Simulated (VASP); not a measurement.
# TiO (Pm-3m) in VASP: a series of runs

Runs on TiO. Level: r2SCAN+U. Tasks: single point.

Program: VASP 6.6.1. These are calculated values, not measurements. Logs are shortened: lines on timing, memory, paths and dates and some standing lists are left out, and cuts for length are marked.

## Step 1: Starting point

Symmetry: Pm-3m, No. 221, cubic system. The conventional cell has a = 2.708 Å, b = 2.708 Å, c = 2.708 Å, α = 90.00°, β = 90.00°, γ = 90.00°. Ti (site symmetry m-3m) has 8 O at 2.35 Å as nearest neighbours. O (site symmetry m-3m) is surrounded by 8 Ti at 2.35 Å.

The cell comes from a database or a generator and needn't be the stable form of this composition.

## Step 2: Single point, r2SCAN+U, collinear spin, random start

File INCAR:

```
PREC = Accurate ; ENCUT = 520
EDIFF = 1E-6 ; ISMEAR = 0
SIGMA = 0.05 ; LREAL = F
LASPH = T ; NELM = 80
ALGO = Normal ; ISIF = 2
LWAVE = F ; LCHARG = T
ISPIN = 2 ; MAGMOM = -0.26 0
LORBIT = 11 ; LMAXMIX = 4
LDAU = T ; LDAUTYPE = 2
LDAUL = 2 -1 ; LDAUU = 2 0
LDAUJ = 0 0 ; LDAUPRINT = 1
METAGGA = R2SCAN ; LMIXTAU = T
LELF = T ; LVHAR = T
```

File KPOINTS:

```
regular mesh
0
Gamma
  7 7 7
```

File POSCAR:

```
TiO
1.0
    2.7083400800      0.0000000000      0.0000000000
    0.0000000000      2.7083400800      0.0000000000
    0.0000000000      0.0000000000      2.7083400800
Ti O
1 1
Direct
    0.0000000000      0.0000000000      0.0000000000
    0.5000000000      0.5000000000      0.5000000000
```

Potentials or basis: VASP PAW PBE potentials, release 64 (Ti_sv, O).

Run with:

```bash
$ cat potpaw_PBE.64/Ti_sv/POTCAR potpaw_PBE.64/O/POTCAR > POTCAR
$ mpirun -np 1 vasp_std > vasp.out
```

OUTCAR:

```text
PREC = Accurate
   ENCUT = 520
   EDIFF = 1E-6
   ISMEAR = 0
   LREAL = F
   LASPH = T
   NELM = 80
   ISIF = 2
   ISPIN = 2
   LORBIT = 11
   METAGGA = R2SCAN

 ion  position               nearest neighbor table
   1  0.000  0.000  0.000-   2 2.35   2 2.35   2 2.35   2 2.35   2 2.35   2 2.35   2 2.35   2 2.35

   2  0.500  0.500  0.500-   1 2.35   1 2.35   1 2.35   1 2.35   1 2.35   1 2.35   1 2.35   1 2.35

  LATTYP: Found a simple cubic cell.
 ALAT       =     2.7083400800

  Lattice vectors:

 A1 = (   2.7083400800,   0.0000000000,   0.0000000000)
 A2 = (   0.0000000000,   2.7083400800,   0.0000000000)
 A3 = (   0.0000000000,   0.0000000000,   2.7083400800)

Analysis of symmetry for initial positions (statically):
=====================================================================
 Subroutine PRICEL returns:
 Original cell was already a primitive cell.

 Routine SETGRP: Setting up the symmetry group for a
 simple cubic supercell.

 Subroutine GETGRP returns: Found 48 space group operations
 (whereof 48 operations were pure point group operations)
 out of a pool of 48 trial point group operations.

The static configuration has the point symmetry O_h .

Analysis of symmetry for dynamics (positions and initial velocities):
=====================================================================
 Subroutine PRICEL returns:
 Original cell was already a primitive cell.

 Routine SETGRP: Setting up the symmetry group for a
 simple cubic supercell.

 Subroutine GETGRP returns: Found 48 space group operations
 (whereof 48 operations were pure point group operations)
 out of a pool of 48 trial point group operations.

The dynamic configuration has the point symmetry O_h .

Analysis of structural, dynamic, and magnetic symmetry:
=====================================================================
 Subroutine PRICEL returns:
 Original cell was already a primitive cell.

 Routine SETGRP: Setting up the symmetry group for a
 simple cubic supercell.

 Subroutine GETGRP returns: Found 48 space group operations
 (whereof 48 operations were pure point group operations)
 out of a pool of 48 trial point group operations.

The overall configuration has the point symmetry O_h .

 Subroutine INISYM returns: Found 48 space group operations
 (whereof 48 operations are pure point group operations),
 and found     1 'primitive' translations

----------------------------------------------------------------------------------------

                                     Primitive cell

  volume of cell :      19.8660

  direct lattice vectors                    reciprocal lattice vectors
     2.708340080  0.000000000  0.000000000     0.369229849  0.000000000  0.000000000
[... 186 lines left out ...]

 spin component 1

 k-point     1 :       0.0000    0.0000    0.0000
  band No.  band energies     occupation
      1     -49.1803      1.00000
      2     -24.0499      1.00000
      3     -24.0499      1.00000
      4     -24.0499      1.00000
      5     -11.3186      1.00000
      6       6.6099      1.00000
      7       6.6099      1.00000
      8       6.6099      1.00000
      9       8.1442      1.00000
     10       8.1442      1.00000
     11      12.9777      0.00000
     12      14.4644      0.00000
[... 290 lines left out ...]
 k-point    20 :       0.4286    0.4286    0.4286
  band No.  band energies     occupation
      1     -48.9034      1.00000
      2     -24.5605      1.00000
      3     -24.5526      1.00000
      4     -24.5526      1.00000
      5      -9.3977      1.00000
      6       3.0730      1.00000
      7       3.0730      1.00000
      8       3.2911      1.00000
      9      13.7756      0.00000
     10      13.7756      0.00000
     11      14.2513      0.00000
     12      14.8521      0.00000
     13      14.8522      0.00000
 Fermi energy:        11.4256261625

 spin component 2

 k-point     1 :       0.0000    0.0000    0.0000
  band No.  band energies     occupation
      1     -48.9828      1.00000
      2     -23.8505      1.00000
      3     -23.8505      1.00000
      4     -23.8505      1.00000
      5     -11.2885      1.00000
      6       6.6423      1.00000
      7       6.6423      1.00000
      8       6.6423      1.00000
      9       8.6455      1.00000
     10       8.6456      1.00000
     11      13.1514      0.00000
     12      14.5579      0.00000
[... 291 lines left out ...]
  band No.  band energies     occupation
      1     -48.7084      1.00000
      2     -24.3532      1.00000
      3     -24.3451      1.00000
      4     -24.3450      1.00000
      5      -9.3654      1.00000
      6       3.0988      1.00000
      7       3.0988      1.00000
      8       3.3181      1.00000
      9      14.2903      0.00000
     10      14.2903      0.00000
     11      14.3479      0.00000
     12      14.9773      0.00000
     13      14.9773      0.00000

------------------------ aborting loop because EDIFF is reached ----------------------------------------

  FORCE on cell =-STRESS in cart. coord.  units (eV):
  Direction    XX          YY          ZZ          XY          YZ          ZX
  --------------------------------------------------------------------------------------
  -------------------------------------------------------------------------------------
  Total       -1.6071679     -1.6071679     -1.6071679      0.0000000      0.0000000     -0.0000000
  in kB     -129.6170846   -129.6170846   -129.6170846      0.0000000      0.0000000     -0.0000000
  external PRESSURE =    -129.6170846 kB  Pullay stress =       0.0000000 kB

 VOLUME and BASIS-vectors are now :
 -----------------------------------------------------------------------------
  energy-cutoff  :      520.00
  volume of cell :       19.87
      direct lattice vectors                 reciprocal lattice vectors
     2.708340080  0.000000000  0.000000000     0.369229849  0.000000000  0.000000000
     0.000000000  2.708340080  0.000000000     0.000000000  0.369229849  0.000000000
     0.000000000  0.000000000  2.708340080     0.000000000  0.000000000  0.369229849

 POSITION                                       TOTAL-FORCE (eV/Angst)
 -----------------------------------------------------------------------------------
      0.00000      0.00000      0.00000         0.000000      0.000000      0.000000
      1.35417      1.35417      1.35417         0.000000      0.000000      0.000000
 -----------------------------------------------------------------------------------
    total drift:                                0.000000      0.000000      0.000000

  FREE ENERGIE OF THE ION-ELECTRON SYSTEM (eV)
  ---------------------------------------------------
  free  energy   TOTEN  =       -21.9659169465 eV

  energy  without entropy=      -21.9651486888  energy(sigma->0) =      -21.96553282

 total charge

# of ion       s       p       d       tot
------------------------------------------
    1        2.133   6.095   2.027  10.255
    2        1.554   3.483   0.000   5.037
--------------------------------------------------
tot          3.687   9.578   2.027  15.293

 magnetization (x)

# of ion       s       p       d       tot
------------------------------------------
    1        0.000   0.005   0.175   0.180
    2        0.001   0.014   0.000   0.014
--------------------------------------------------
tot          0.001   0.018   0.175   0.195
```

It took 82 s on 1 thread of Intel Xeon Platinum 8259CL at 2.50GHz (Skylake/Cascade Lake), shared host; peak memory 0.14 GiB.

What came out:

```
Free energy                                           : -21.9659 eV
Pressure                                              : -13.0 GPa
Band gap on the k mesh                                : none (metal or under the smearing width)
Net moment                                            : 0.21 μB per cell
Site moments                                          : Ti +0.18; O +0.01 μB
Valence electrons inside the program's atomic spheres : Ti 10.26; O 5.04
```

Levels at points of the mesh, in eV from the Fermi level:
Spin up:
| k point | band 5 | band 6 | band 7 | band 8 | band 9 | band 10 | band 11 | band 12 | band 13 |
| --- | --- | --- | --- | --- | --- | --- | --- | --- | --- |
| (0.00, 0.00, 0.00) | -22.74 | -4.82 | -4.82 | -4.82 | -3.28 | -3.28 | 1.55 | 3.04 | 3.04 |
Spin down:
| k point | band 5 | band 6 | band 7 | band 8 | band 9 | band 10 | band 11 | band 12 | band 13 |
| --- | --- | --- | --- | --- | --- | --- | --- | --- | --- |
| (0.00, 0.00, 0.00) | -22.71 | -4.78 | -4.78 | -4.78 | -2.78 | -2.78 | 1.73 | 3.13 | 3.13 |

Eigenvalues of the final occupation matrices:
| site | spin | trace | eigenvalues |
| --- | --- | --- | --- |
| site 1 d | 1 | 1.11 | 0.07 0.07 0.07 0.46 0.46 |
| site 1 d | 2 | 0.94 | 0.06 0.06 0.06 0.37 0.37 |

Caveat: the PAW data sets were made with another functional, which shifts forces and pressure a little. The state reached can hang on the start; a lower one may exist.

## Step 3: Single point, r2SCAN+U, collinear spin, ferromagnetic start

File INCAR:

```
PREC = Accurate
ENCUT = 520
EDIFF = 1E-7
ISMEAR = 0
SIGMA = 0.05
LREAL = F
LASPH = T
NELM = 80
ALGO = Normal
ISIF = 2
LWAVE = F
LCHARG = F
ISPIN = 2
MAGMOM = 1 0
LORBIT = 11
NUPDOWN = 2
LMAXMIX = 4
LDAU = T
LDAUTYPE = 2
LDAUL = 2 -1
LDAUU = 2 0
LDAUJ = 0 0
LDAUPRINT = 1
METAGGA = R2SCAN
LMIXTAU = T
NBANDS = 20
```

File KPOINTS:

```
Automatic mesh
0
Gamma
  7 7 7
```

POSCAR is that of step 2.

Potentials or basis: VASP PAW PBE potentials, release 64 (Ti_sv, O).

Run with:

```bash
$ cat potpaw_PBE.64/Ti_sv/POTCAR potpaw_PBE.64/O/POTCAR > POTCAR
$ mpirun -np 1 vasp_std > vasp.out
```

It took 2 min on 1 thread of Intel Xeon Platinum 8259CL at 2.50GHz (Skylake/Cascade Lake), shared host; peak memory 0.14 GiB.

Results (log left out):

```yaml
Free_energy: -21.5059 eV
Pressure: 14.0 GPa
Net_moment: 2.00 μB per cell
Site_moments: Ti +1.77; O +0.01 μB
Valence_electrons_inside_the_program's_atomic_spheres: Ti 10.30; O 5.07
```

Eigenvalues of the final occupation matrices:
```csv
site,spin,trace,eigenvalues
site 1 d,1,1.91,0.08 0.08 0.08 0.83 0.83
site 1 d,2,0.20,0.01 0.01 0.06 0.06 0.06
```

Caveat: the PAW data sets were made with another functional, which shifts forces and pressure a little; the total moment is fixed, so each spin has its own Fermi level. The state reached can hang on the start; a lower one may exist.
